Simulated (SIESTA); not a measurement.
Crystal: MgB2.

```xyz
3
Lattice="3.0850 0.0000 0.0000 -1.5425 2.6717 0.0000 0.0000 0.0000 3.5230" Properties=species:S:1:pos:R:3 pbc="T T T"
Mg    0.0000    0.0000    0.0000
B     1.5425    0.8906    1.7615
B     0.0000    1.7811    1.7615
```

```yaml
Program: SIESTA 5.4.2
Task: single point
Functional: PBEsol
Potentials_or_basis: PseudoDojo 0.4 standard (PBEsol files)
Basis: DZP (energy shift 0.003 Ry; two zetas on semicore shells)
Grid_cutoff: 800 Ry
Energy_shift: 0.003 Ry
k_mesh: 10 × 10 × 8
Occupations: fermi-dirac, width 0.05 eV
Spin: no spin polarisation
```

On this cell: pressure 2.4 GPa; largest force under 0.003 eV/Å; band gap on the k mesh none (metal or under the smearing width).

The same run follows on a disturbed copy (atoms moved at random, drawn with an rms of 0.05 Å):

```
Mg B
1.0
     3.08500    0.00000    0.00000
    -1.54250    2.67169    0.00000
     0.00000    0.00000    3.52300
Mg B
1 2
Direct
  0.01959 0.99359 0.99020
  0.66441 0.32161 0.49171
  0.33637 0.66639 0.50926
```

**Question.** What does the disturbed cell give?

**Answer.** The energy (extrapolated to zero smearing) moves by +11.1 meV/atom; pressure 2.6 GPa; largest force 0.728 eV/Å; band gap on the k mesh none (metal or under the smearing width).

Forces on the atoms (eV/Å):
```
Mg  -0.292  0.010  0.241
B    0.137  0.203  0.437
B    0.154 -0.210 -0.680
```

Stress tensor (GPa, compression positive):
```
 3.56  0.01 -0.29
 0.01  5.33  0.10
-0.29  0.10 -1.07
```

Caveats: the basis of atomic orbitals isn't converged, which shifts pressures, moduli and gaps.
